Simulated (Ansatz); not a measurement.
**Sb under changes of volume**

One of the cells (30.206 Å³/atom); the others are scaled copies at fixed shape and fractional positions:

```
Sb
1.0
     2.15420    1.24373    3.75800
    -2.15420    1.24373    3.75800
     0.00000   -2.48746    3.75800
Sb
2
Direct
  0.76651 0.76651 0.76651
  0.23349 0.23349 0.23349
```

| Quantity | Value |
| --- | --- |
| Program | Ansatz 0.2.0 |
| Functional | PBEsol |
| Potentials or basis | all-electron LAPW, scalar-relativistic |
| Cutoff | 249 eV (chosen from the basis error) |
| Basis error allowed | 0.0005 eV/atom |
| k mesh | 8 × 8 × 8 |
| Occupations | fermi-dirac, width 0.05 eV |
| Spin | no spin polarisation |

```tsv
volume (Å³/atom)	energy over the lowest point (meV/atom)	pressure (GPa)	largest force (eV/Å)
28.393	?	?	?
28.998	9.54	2.6	0.329
29.602	2.35	1.2	0.212
30.206	0.00	0.0	0.104
30.810	1.97	-1.1	0.003
31.414	7.82	-2.0	0.091
32.018	17.15	-2.9	0.177
```

Problem. What does the run at 28.393 Å³/atom give?

Solution. Energy over the lowest point 22.16 meV/atom; pressure 4.1 GPa; largest force 0.452 eV/Å.

Worked out: A Birch-Murnaghan fit of order 3 (a polynomial in V^(-2/3)) to the other rows has its minimum at 30.22 Å³/atom with B0 = V·E''(V) = 57 GPa and B' = 4.5 at fixed shape and positions, which overstates the stiffness. It gives 22.15 meV/atom at 28.393 Å³/atom, against the run's 22.16, and -dE/dV = 4.1 GPa, against 4.1.

Energies are extrapolated to zero smearing.
